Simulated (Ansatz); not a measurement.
# ZnS (F-43m) in Ansatz: notebook

The runs below take ZnS through band structure, with PBE, LDA, PBEsol.

Program: Ansatz 0.2.0. These are calculated values, not measurements. Logs are shortened: lines on timing, memory, paths and dates and some standing lists are left out, and cuts for length are marked.

**Experimental background.**

“Electronic, vibrational, and thermodynamic properties of ZnS (zincblende and rocksalt structure)”, 2009, arxiv:0911.5022 quotes, for a bulk crystal of ZnS at 19 K: band gap 3.85 eV (direct).

The results are compared with them further down.

**1. The structure**

It takes space group F-43m (No. 216, cubic). The conventional cell has a = 5.404 Å, b = 5.404 Å, c = 5.404 Å, α = 90.00°, β = 90.00°, γ = 90.00°. Around Zn (site symmetry -43m) lie 4 S at 2.34 Å. S (site symmetry -43m) is surrounded by 4 Zn at 2.34 Å.

**2. Band structure, PBE**

input.yaml

```yaml
crystal:
  lattice:
    - [0.0, 2.702, 2.702]
    - [2.702, 0.0, 2.702]
    - [2.702, 2.702, 0.0]
  atoms:
    - { symbol: Zn, position: [0.75, 0.75, 0.75] }
    - { symbol: S, position: [0.0, 0.0, 0.0] }
hamiltonian:
  xc: pbe
  pseudopotentials: { kind: paw }
kpoints:
  mp_grid: { grid: [9, 9, 9] }
  band_path:
    path:
      - [[0.0, 0.0, 0.0], [0.5, 0.0, 0.5], [0.5, 0.25, 0.75], [0.375, 0.375, 0.75], [0.0, 0.0, 0.0], [0.5, 0.5, 0.5], [0.625, 0.25, 0.625], [0.5, 0.25, 0.75], [0.5, 0.5, 0.5], [0.375, 0.375, 0.75]]
      - [[0.625, 0.25, 0.625], [0.5, 0.0, 0.5]]
    npoints: 14
scf:
  occupations: { method: fermi_dirac, width: 0.05 }
  n_extra_bands: 6
output:
  forces: true
  stress: true
  eigenvalues: true
  fatbands: false
  write_density: true
  write_potential: true
  elf: true
  volumetric_format: npy
```

Potentials or basis: Ansatz PAW.

The run is started by

```sh
ansatz run input.yaml --threads 2 --pin off --max-ram 5632MiB --backend cpu --events-out ev --progress --plain --runs-dir out
```

The program printed:

```text
Warning: RAYON_NUM_THREADS=2 ignored (pool sized by the plan → 2); use --threads N
scf.n_extra_bands = 6 over 9 filled bands (N_el = 18.0): the run solves 15 bands
Engine: ansatz 0.2.0, aarch64-unknown-linux-gnu
Pseudopotentials: kind: paw
Pseudopotential: Zn, paw, valence charge 12, recommended cutoff 420 eV (normal), Zn.paw.azcp
Pseudopotential: S, paw, valence charge 6, recommended cutoff 420 eV (normal), S.paw.azcp
Functional definition: PBE
  parameter kappa = 0.804
  parameter beta = 0.06672455060314922
  exchange = pbe_x(kappa = kappa, mu = beta*pi^2/3)
  correlation = pbe_c(beta = beta)
Crystal: 2 atoms, lattice volume = 39.454 Å³
Basis set: ecut = 420 eV, 749 PW (Γ), exchange–correlation on 54×54×54 points (8 copies of the dense FFT grid, shifted against one another)
Bands: 15, of which v1, the nominal top of the filled ones, is band 9 counted from 1 (8 counted from 0)
Symmetry: 24 space group operations
Space group: F-43m (ITA 216), of the structure as read, at distance tolerance 3.4e-5 Å
k-points: 35 of 729 (time reversal used)
Non-local potential: Zn, projectors of the file, l = 0: 2, l = 1: 2, l = 2: 3, l = 3: 1
Non-local potential: S, projectors of the file, l = 0: 2, l = 1: 2, l = 2: 2
PAW form: soft (Blöchl's): semilocal exchange-correlation on the pseudo side does not see the compensation charge
PAW one-centre angular grid: Zn, 590 points (default); XC on 64 Gauss nodes
PAW one-centre angular grid: S, 110 points (default); XC on 64 Gauss nodes
Initial density: superposition of atomic densities (neutral atoms: chi_scale 0, normalization atom), corrected by the library's trained network
Initial wavefunctions: pseudopotential atomic-orbital guess
Functional: x = pbe(κ = 0.804, μ = 0.2195149727645171), c = pbe(β = 0.06672455060314922)
SCF iter   1: F=—  HF=-4222.729855 eV  |F-HF|=—  |Δ(HF+E_count)|=         —  Δρ=5.97e-4  dr2=1.82e-4  ethr=1.77e-3  ⟨swp⟩=5.3  Hψ=2941  notcnv=0
preconditioner: auto → none  [insulator: Δε(μ)=2.102 eV  Ē_g=13.924 eV  σ=0.050 eV  W_gap=1.00  n_scr=14 (ndim 8)  ℏωp=25.1 eV  f_vac=0.026  D(μ)=0.00/eV (n_scr^D=0)  ε∞_Penn≈4.2]
SCF iter   2: F=—  HF=-4222.730076 eV  |F-HF|=—  |Δ(HF+E_count)|=   2.21e-4  Δρ=5.96e-4  dr2=6.51e-5  ethr=1.01e-6  ⟨swp⟩=2.3  Hψ=1163  notcnv=0  defer=15
SCF iter   3: F=—  HF=-4222.730083 eV  |F-HF|=—  |Δ(HF+E_count)|=   6.52e-6  Δρ=1.54e-4  dr2=7.22e-6  ethr=3.62e-7  ⟨swp⟩=2.0  Hψ=723  notcnv=0  defer=15
SCF iter   4: F=—  HF=-4222.730093 eV  |F-HF|=—  |Δ(HF+E_count)|=   1.06e-5  Δρ=6.04e-5  dr2=6.05e-7  ethr=4.01e-8  ⟨swp⟩=2.0  Hψ=751  notcnv=0  defer=15
SCF iter   5: F=—  HF=-4222.730097 eV  |F-HF|=—  |Δ(HF+E_count)|=   3.51e-6  Δρ=3.19e-5  dr2=2.39e-7  ethr=3.36e-9  ⟨swp⟩=2.0  Hψ=786  notcnv=0  defer=15
SCF iter   6: F=-4222.730098 eV  HF=-4222.730098 eV  |F-HF|=1.25e-8  |Δ(HF+E_count)|=   5.94e-7  Δρ=3.49e-6  dr2=1.88e-9  ethr=5.56e-10  ⟨swp⟩=11.1  Hψ=3729  notcnv=0
SCF 1 converged in 6 iterations: F = -4222.730098 eV  dr2 = 1.88e-9
NSCF: frozen V_eff on 142 k-points
SCF converged after 6 iterations
Free energy (F): -4222.730098 eV
Harris-Foulkes:  -4222.730098 eV  (|F-HF|=1.25e-8)
Internal energy: -4222.730098 eV  (E = F + TS)
E sigma→0 (E₀):  -4222.730098 eV
Fermi energy:    6.881852 eV
--- Per-component energies (eV) ---
  E_band       = 5.104305
  E_kinetic    = 238.363497
  E_local      = -2040.909015  (includes V_loc(G=0)·N_el)
  E_nonlocal   = 642.720433
  E_hartree    = 853.402645
  E_xc         = -234.430180
  E_vxc        = -139.592009  (∫ρ·V_xc dr)
  E_paw        = -2428.497823  (= ΣΔE_a)
  E_vpaw       = -402.283966  (= ΣTr[D̂ρ^β])
  E_aug_tail   = -0.000361  (compensation charges beyond the density's cutoff)
  E_ewald      = -1253.379294
  E_smearing   = -0.000000  (= −TS)
  E_closure    = -0.000000  (closes the sum)
  Σ components = -4222.730098   (vs F -4222.730098, Δ=0.00e0)
--- Forces (eV/Å), atoms counted from 1 ---
  atom   1  Zn     0.00000000    -0.00000000    -0.00000000
  atom   2  S     -0.00000000     0.00000000     0.00000000
  max |Σ_I F_I| component: 1.85e-17 eV/Å
--- Stress (GPa, compression-positive) ---
        1.597805      -0.000000      -0.000000
        0.000000       1.597805       0.000000
       -0.000000       0.000000       1.597805
  P = ⅓ Tr σ = 1.5978 GPa (15.978 kbar)
--- Band table (eV; the first three rows and the last of 35) ---
  k-point 0: bands = ["-7.3563", "-0.5481", "-0.5481", "-0.5481", "-0.0477", "-0.0477", "5.7867", "5.7867", "5.7867", "7.8961", "12.1563", "12.1563", "12.1563", "17.4038", "17.4038"]
  k-point 1: bands = ["-7.2634", "-0.5479", "-0.5313", "-0.5313", "-0.0492", "-0.0492", "4.8556", "5.6682", "5.6682", "8.6013", "12.0637", "12.3614", "12.3614", "16.9217", "16.9217"]
  k-point 2: bands = ["-7.0125", "-0.5196", "-0.4916", "-0.4916", "-0.0481", "-0.0481", "3.3339", "5.3932", "5.3932", "9.2197", "12.4594", "12.7231", "12.7231", "16.5879", "16.5879"]
  k-point 34: bands = ["-6.1347", "-0.4182", "-0.2859", "-0.1236", "-0.0609", "0.3012", "1.2346", "2.8932", "3.4163", "11.3561", "11.6886", "13.2678", "14.7809", "17.5559", "19.3237"]
```

It took 3.1 s on 2 threads of Arm Neoverse V1, shared host; peak memory 0.33 GiB.

What came out:

- Free energy: -4222.7301 eV
- Pressure: 1.6 GPa
- Band gap on the k mesh: 2.11 eV, direct
- Band gap along the path: 2.11 eV, direct

Levels at the corners of the path, in eV from the valence-band top:
| point | band 6 | band 7 | band 8 | band 9 | band 10 | band 11 | band 12 | band 13 |
| --- | --- | --- | --- | --- | --- | --- | --- | --- |
| Γ | -5.83 | 0.00 | 0.00 | 0.00 | 2.11 | 6.37 | 6.37 | 6.37 |
| X | -5.62 | -4.56 | -2.22 | -2.22 | 3.40 | 4.07 | 10.95 | 11.94 |
| W | -5.43 | -4.59 | -2.75 | -2.71 | 5.69 | 6.02 | 7.85 | 8.19 |
| K | -5.49 | -4.62 | -3.11 | -1.81 | 4.12 | 5.95 | 9.35 | 9.73 |
| Γ | -5.83 | 0.00 | 0.00 | 0.00 | 2.11 | 6.37 | 6.37 | 6.37 |
| L | -5.63 | -5.29 | -0.87 | -0.87 | 3.30 | 6.90 | 6.90 | 8.86 |
| U | -5.49 | -4.62 | -3.11 | -1.81 | 4.12 | 5.95 | 9.35 | 9.73 |
| W | -5.43 | -4.59 | -2.75 | -2.71 | 5.69 | 6.02 | 7.85 | 8.19 |
| L | -5.63 | -5.29 | -0.87 | -0.87 | 3.30 | 6.90 | 6.90 | 8.86 |
| K | -5.49 | -4.62 | -3.11 | -1.81 | 4.12 | 5.95 | 9.35 | 9.73 |
| U | -5.49 | -4.62 | -3.11 | -1.81 | 4.12 | 5.95 | 9.35 | 9.73 |
| X | -5.62 | -4.56 | -2.22 | -2.22 | 3.40 | 4.07 | 10.95 | 11.94 |

**3. Band structure, LDA**

input.yaml, as its differences from that of step 2:

```diff
@@ -9,3 +9,3 @@
 hamiltonian:
-  xc: pbe
+  xc: lda
   pseudopotentials: { kind: paw }
```

Potentials or basis: Ansatz PAW.

The run is started by

```sh
ansatz run input.yaml --threads 2 --pin off --max-ram 5632MiB --backend cpu --events-out ev --progress --plain --runs-dir out
```

Wall time 3.1 s (2 threads of Arm Neoverse V1, shared host); peak memory 0.32 GiB.

Results (log left out):

```
Free energy             : -4117.4047 eV
Pressure                : -4.6 GPa
Band gap on the k mesh  : 1.86 eV, direct
Band gap along the path : 1.86 eV, direct
```

Levels at the corners of the path, in eV from the valence-band top:
```tsv
point	band 5	band 6	band 7	band 8	band 9	band 10	band 11	band 12	band 13	band 14
Γ	-6.00	-6.00	0.00	0.00	0.00	1.86	6.22	6.22	6.22	11.51
X	-5.93	-5.78	-4.67	-2.25	-2.25	3.19	3.88	10.69	11.74	11.74
W	-6.04	-5.59	-4.68	-2.80	-2.77	5.52	5.89	7.66	7.99	12.19
K	-5.97	-5.65	-4.71	-3.17	-1.83	3.92	5.80	9.14	9.59	10.40
Γ	-6.00	-6.00	0.00	0.00	0.00	1.86	6.22	6.22	6.22	11.51
L	-5.97	-5.79	-5.38	-0.88	-0.88	3.09	6.76	6.76	8.61	11.83
U	-5.97	-5.65	-4.71	-3.17	-1.83	3.92	5.80	9.14	9.59	10.40
W	-6.04	-5.59	-4.68	-2.80	-2.77	5.52	5.89	7.66	7.99	12.19
L	-5.97	-5.79	-5.38	-0.88	-0.88	3.09	6.76	6.76	8.61	11.83
K	-5.97	-5.65	-4.71	-3.17	-1.83	3.92	5.80	9.14	9.59	10.40
U	-5.97	-5.65	-4.71	-3.17	-1.83	3.92	5.80	9.14	9.59	10.40
X	-5.93	-5.78	-4.67	-2.25	-2.25	3.19	3.88	10.69	11.74	11.74
```

Caveat: the PAW data sets come from PBE, with cores solved anew for the run's functional, which leaves a small shift of forces and pressure.

**4. Band structure, PBEsol**

input.yaml, as its differences from that of step 3:

```diff
@@ -9,3 +9,3 @@
 hamiltonian:
-  xc: lda
+  xc: pbesol
   pseudopotentials: { kind: paw }
```

The run is started by

```sh
ansatz run input.yaml --threads 2 --pin off --max-ram 5632MiB --backend cpu --events-out ev --progress --plain --runs-dir out
```

Wall time 3.1 s (2 threads of Arm Neoverse V1, shared host); peak memory 0.33 GiB.

The run converged. Its results:

| Item | Value |
| --- | --- |
| Free energy | -4167.4339 eV |
| Pressure | -2.0 GPa |
| Band gap on the k mesh | 1.97 eV, direct |
| Band gap along the path | 1.97 eV, direct |

Levels at the corners of the path, in eV from the valence-band top:
| point | band 6 | band 7 | band 8 | band 9 | band 10 | band 11 | band 12 | band 13 |
| --- | --- | --- | --- | --- | --- | --- | --- | --- |
| Γ | -5.87 | 0.00 | 0.00 | 0.00 | 1.97 | 6.27 | 6.27 | 6.27 |
| X | -5.66 | -4.61 | -2.25 | -2.25 | 3.23 | 3.96 | 10.80 | 11.84 |
| W | -5.47 | -4.64 | -2.80 | -2.76 | 5.55 | 5.98 | 7.73 | 8.04 |
| K | -5.53 | -4.67 | -3.16 | -1.83 | 3.98 | 5.86 | 9.21 | 9.64 |
| Γ | -5.87 | 0.00 | 0.00 | 0.00 | 1.97 | 6.27 | 6.27 | 6.27 |
| L | -5.67 | -5.36 | -0.88 | -0.88 | 3.19 | 6.80 | 6.80 | 8.69 |
| U | -5.53 | -4.67 | -3.16 | -1.83 | 3.98 | 5.86 | 9.21 | 9.64 |
| W | -5.47 | -4.64 | -2.80 | -2.76 | 5.55 | 5.98 | 7.73 | 8.04 |
| L | -5.67 | -5.36 | -0.88 | -0.88 | 3.19 | 6.80 | 6.80 | 8.69 |
| K | -5.53 | -4.67 | -3.16 | -1.83 | 3.98 | 5.86 | 9.21 | 9.64 |
| U | -5.53 | -4.67 | -3.16 | -1.83 | 3.98 | 5.86 | 9.21 | 9.64 |
| X | -5.66 | -4.61 | -2.25 | -2.25 | 3.23 | 3.96 | 10.80 | 11.84 |

Caveat: the PAW data sets come from PBE, with cores solved anew for the run's functional, which leaves a small shift of forces and pressure.

**5. Summary**

| level | gap on the mesh (eV) | pressure (GPa) |
| --- | --- | --- |
| PBE | 2.11 | 1.6 |
| LDA | 1.86 | -4.6 |
| PBEsol | 1.97 | -2.0 |

Alike in all rows: task band structure; potentials or basis Ansatz PAW; no spin polarisation; cell as given; k mesh 9 × 9 × 9; cutoff (eV) 420; smearing fermi-dirac 0.05 eV.

On the cell as given the gap runs from 1.86 eV (LDA) to 2.11 eV (PBE). The pressure there spans -4.6 GPa (LDA) to 1.6 GPa (PBE); a positive pressure means that this level wants a larger cell, a negative one a smaller.

Caveats: the PAW data sets come from PBE, with cores solved anew for the run's functional, which leaves a small shift of forces and pressure (some runs).

Absolute energies hang on the potentials; compare differences alone.

**6. How close it comes**

Step 2. A measured gap of ZnS is 3.85 eV (direct; 19 K; quoted in “Electronic, vibrational, and thermodynamic properties of ZnS (zincblende and rocksalt structure)”, 2009, arxiv:0911.5022); the calculated 2.11 eV misses it by -1.74 eV. The value is that of PBE, without temperature or zero-point motion. Semilocal functionals fall short of measured gaps as a rule.

Step 3. A measured gap of ZnS is 3.85 eV (direct; 19 K; quoted in “Electronic, vibrational, and thermodynamic properties of ZnS (zincblende and rocksalt structure)”, 2009, arxiv:0911.5022); the calculated 1.86 eV misses it by -1.99 eV. So large a miss can be the level of theory's own, or it may mean another phase, state or a wrong row. The value is that of LDA, without temperature or zero-point motion. Semilocal functionals fall short of measured gaps as a rule.

Step 4. Measured gap of ZnS: 3.85 eV (direct; 19 K; quoted in “Electronic, vibrational, and thermodynamic properties of ZnS (zincblende and rocksalt structure)”, 2009, arxiv:0911.5022). This calculation gives 1.97 eV (-1.88 eV). The value is that of PBEsol, without temperature or zero-point motion. Semilocal functionals fall short of measured gaps as a rule.
